The three infrared-active levels of this six-coordinated SiO₂ have nearly equal intensities, all near the total per direction that the plain ionic charges +4 and −2 give. Row 7 breaks the pattern: the ionic value lies 12 % above it, while the total of rows 3 and 4 is met within 2 %. The cause is that the charges which act when atoms move depend on the direction of motion. Along the tetragonal axis they are smaller than the ionic ones, and nothing makes up for it. In the plane across that axis, a strong inequality among the oxygens does.

Zone-centre optical phonons of SiO₂ (space group I4₁/amd, 6 atoms per cell) by linear response in Ansatz 0.2.0, with PBE, PAW, a 420 eV plane-wave cutoff and a 10×10×10 k mesh, without spin polarisation or dispersion correction. Each row is one degenerate level, its intensity summed over the level; frequencies are for zero macroscopic field (no LO–TO term).

| row | phonon frequency (cm^-1) | degeneracy | infrared intensity ((D/angstrom)^2/amu) |
| --- | --- | --- | --- |
| 1 | 332.1 | 2 | 0.00 |
| 2 | 365.1 | 2 | 0.00 |
| 3 | 452.1 | 2 | 51.45 |
| 4 | 622.9 | 2 | 49.05 |
| 5 | 638.9 | 1 | 0.00 |
| 6 | 645.6 | 1 | 0.00 |
| 7 | 649.4 | 1 | 44.23 |
| 8 | 649.8 | 1 | 0.00 |
| 9 | 758.8 | 1 | 0.00 |
| 10 | 894.5 | 2 | 0.00 |

## Why most levels are dark

Frequency does not decide which levels absorb. Rows 7 and 8 are less than half a cm⁻¹ apart, too close for their order to mean anything, yet one is bright and the other has zero intensity. Nor does darkness mean weak bonds, since the highest level of all, row 10, is dark.

What counts is whether the motion changes the electric dipole of the cell. Atoms that symmetry makes alike for a given direction of motion carry the same charge for that direction. If half of them move forward and the other half back, their contributions cancel exactly. A vibration is therefore bright only if atoms that are alike in this sense move together.

This rule lets one count the bright vibrations. Along the tetragonal axis, called $z$ here, there are two groups of atoms: all silicons and all oxygens. They can move in two independent ways, but one combination merely shifts the whole crystal. One bright vibration is left, and it is row 7.

In the plane the oxygens are no longer all alike. Each lies in a plane with its three silicon neighbours; for half of the oxygens this plane contains the $x$ direction, for the other half the $y$ direction. Motion along $x$ thus has three groups, silicon and two kinds of oxygen, and after the shift of the crystal is removed two bright vibrations remain. Motion along $y$ gives the same two frequencies with the oxygens' roles exchanged, hence the two double levels, rows 3 and 4.

## A model with ionic charges

The total intensity for one direction can be found without knowing any force between the atoms. Each atom contributes to the dipole in proportion to its charge $Z$, while a heavy atom moves less in a vibration of given energy. The forces decide how the atoms combine into vibrations, and so how the intensity is divided, but not its sum. That sum, $S$, is

$$S=\sum_{\text{atoms}}\frac{Z^2}{M},$$

where $M$ is the atomic mass. The shift of the whole crystal takes no part of it, because the charges add up to zero.

With the ionic charges, two silicons and four oxygens give

$$S=\frac{2\cdot 4^2}{28.09}+\frac{4\cdot 2^2}{16.00}=1.14+1.00=2.14\ e^2/\text{amu}.$$

One electron charge times one ångström is 4.803 D, so this is $2.14\times 4.803^2\approx 49.4$ in the table's unit, (D/Å)²/amu. No constant was fitted to any row. The value is the same for all three directions, since ionic charges know nothing of direction.

Row 7 is the only bright vibration along $z$ and must take the whole of one direction. Rows 3 and 4 together take two directions. If they share equally, each receives half of $x$ and half of $y$, which again makes one whole. All three summed intensities should then be 49.4, although row 7 is a single vibration and the others are pairs. Counted per vibration, row 7 is by far the strongest.

The equal sharing is an assumption that symmetry does not demand. The computed division is 51 to 49, but this should not be credited to the ionic charges. As shown below, the two kinds of oxygen carry unequal charges in the plane. Since the two vibrations are orthogonal, this inequality adds to the dipole of one level and subtracts from that of the other. Ionic charges moving in the same patterns would therefore be expected to divide the total far from equally, and the close match of rows 3 and 4 taken singly is a coincidence. The total for the plane does not depend on this assumption, and there the ionic model is only 2 % too low. The analysis printed below compares the model with every row.

## Why row 7 falls short

The charge that matters in a vibration is not a fixed label of the atom. It is the change of dipole per displacement, the dynamic or Born charge, and it includes the electrons that flow when bonds stretch or shorten. The same calculation gives these charges for each direction. Along $z$ they are +3.79 for silicon and −1.89 for every oxygen, both below the ionic values. As the charges enter squared, these modest reductions are enough to bring the intensity down to that of row 7.

In the plane the picture is different. For motion at right angles to $z$, an oxygen has a charge of −2.70 if it stays within the plane of its three silicon neighbours, and only −1.20 if it moves out of that plane. The bonds offer a likely reason, which the run does not test. Two of the three form a gently bent Si–O–Si line, and motion along this line shortens one bond while it lengthens the other. Electrons are then expected to flow across the oxygen in the direction of its motion and add to the dipole. Motion out of the plane changes no bond length to first order, so this flow should be missing. Polarisation of the oxygens in the field of their neighbours is expected to act in the same sense, and the charges alone do not separate the two.

The average of these two oxygen charges, −1.95, is still below the ionic value. Intensity, however, follows the average of the squares, and a large and a small charge together count for more than two equal ones. Here the mean square is $(2.70^2+1.20^2)/2\approx 4.4$, whereas the ionic charge gives 4. The strongly charged oxygens thus make up for the weakly charged ones and for a silicon charge slightly below +4.

The plane exceeds the $z$ direction by about 6 (D/Å)²/amu per direction. Slightly more than half of this, 3.2, comes from the inequality of the oxygens, and the remainder from somewhat larger average charges. So the in-plane total follows the ionic model by compensation, and the row that breaks it shows the reduced charges undisguised.

Put into the sum, the dynamic charges return row 7 exactly. This is an identity of the calculation and no independent proof. What it does show is where the difference between the directions sits: in the charges, not in the forces. The run records no error estimate for its response to the field, so a difference of a few percent, such as that between rows 3 and 4, should not be pressed.

## Equal intensity, unequal polarisability

Nearly equal absorption does not mean that the levels count equally in a slow electric field. In such a field the atoms move until the restoring forces stop them, and soft vibrations yield further. The contribution of a vibration to the static dielectric constant is therefore proportional to its intensity divided by the square of its frequency. Row 3 contributes 5.1 in each in-plane direction and row 4 only 2.5, although their intensities differ by just 5 %.

This is also why the crystal is more polarisable in the plane than along $z$. The static dielectric constant is 10.9 in the plane and 7.5 along the axis, while the electrons alone give about 3.3 in either case. The total intensity per direction is only modestly larger in the plane; most of the contrast comes from the low frequency of row 3. A relative error in that frequency enters the contribution of row 3, just under half of the in-plane constant, twice over, and the functional used here commonly gives vibrations somewhat too soft.

## The same reasoning for neighbouring crystals

The count of bright levels belongs to the structure, the quality of the ionic model to the chemistry. In the rutile-type form of SiO₂ the silicon octahedra point in two different directions within the plane, so the silicons split into two groups as well. Four groups leave three double levels in the plane, while the axis keeps its single one. Two directions are then divided among three levels, and the near equality seen here has no reason to appear.

TiO₂ in the present structure, anatase, has the same three bright levels as this SiO₂. Titanium, however, is known for dynamic charges well above +4, because its empty d orbitals take up electrons from the oxygens as the bonds shorten. There the ionic model would fall far below the computed intensities instead of lying close to them. To judge a related oxide, one first counts the groups of atoms that move alike along each direction, and then asks how far its dynamic charges depart from the ionic ones.

The analysis program printed:

```
Intensities in (D/A)^2/amu and share in the static dielectric constant:
  row  computed  per vibration  nominal charges  nominal less computed  dynamic charges  dielectric share per direction
    1         0              0                0                      0                0                               0
    2         0              0                0                      0                0                               0
    3     51.45          25.73            49.36                 -2.091            50.25                           5.066
    4     49.05          24.52            49.36                 0.3089            50.25                           2.544
    5         0              0                0                      0                0                               0
    6         0              0                0                      0                0                               0
    7     44.23          44.23            49.36                  5.129            44.23                           4.221
    8         0              0                0                      0                0                               0
    9         0              0                0                      0                0                               0
   10         0              0                0                      0                0                               0
optical vibrations in all: 15
infrared-active vibrations: 5
smallest gap between neighbouring levels, rows 7 and 8, cm^-1: 0.4
strength per direction from nominal charges, (D/A)^2/amu: 49.36
nominal model less computed, row 3, percent: -4.064
nominal model less computed, row 4, percent: 0.6298
nominal model less computed, row 7, percent: 11.6
strength per in-plane direction from dynamic charges, (D/A)^2/amu: 50.25
strength along z from dynamic charges, (D/A)^2/amu: 44.23
in-plane strength if all oxygens had the average in-plane charge, (D/A)^2/amu: 47.02
part of the in-plane excess over z from unequal oxygen charges, (D/A)^2/amu: 3.232
part of the in-plane excess over z from larger average charges, (D/A)^2/amu: 2.789
share of row 3 in the in-plane strength, percent: 51.19
lattice part of the in-plane dielectric constant: 7.61
static dielectric constant in the plane, rebuilt: 10.86
static dielectric constant along z, rebuilt: 7.531
dielectric share of row 3 over row 4: 1.991
intensity of row 3 over row 4: 1.049
inverse squared frequency of row 3 over row 4: 1.898
```
